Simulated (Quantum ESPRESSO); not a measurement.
# KI in Quantum ESPRESSO: the effect of exact exchange

The system is KI.

```
I K
1.0
     0.00000    3.53277    3.53277
     3.53277    0.00000    3.53277
     3.53277    3.53277    0.00000
I K
1 1
Direct
  0.50000 0.50000 0.50000
  0.00000 0.00000 0.00000
```

Alike in all runs:

* Program: Quantum ESPRESSO 7.5
* Task: single point
* Functional: r2SCAN-X
* Potentials or basis: SG15 PBE 1.2
* Cutoff: 1020 eV
* Density cutoff: 4082 eV
* k mesh: 2 × 2 × 2
* Occupations: fixed
* Spin: no spin polarisation

```tsv
exact exchange	gap on the mesh (eV)
0.05	4.87
0.1	5.21
0.15	5.55
0.25	6.24
0.35	6.94
0.5	?
```

Q: What does the run with exact exchange 0.5 give?

A: gap on the mesh 8.00 eV.

Worked out: A straight line through the other rows of the gap on the mesh, of slope 6.9 eV per unit of exact exchange, extrapolates to 7.97 eV, against the run's 8.00.

Caveats: all runs use coarse meshes; the mesh is coarse for exact exchange, which widens gaps; spin-orbit coupling is left out, which moves the levels of the heavy elements.

Runs at the PBE level aren't shown here.
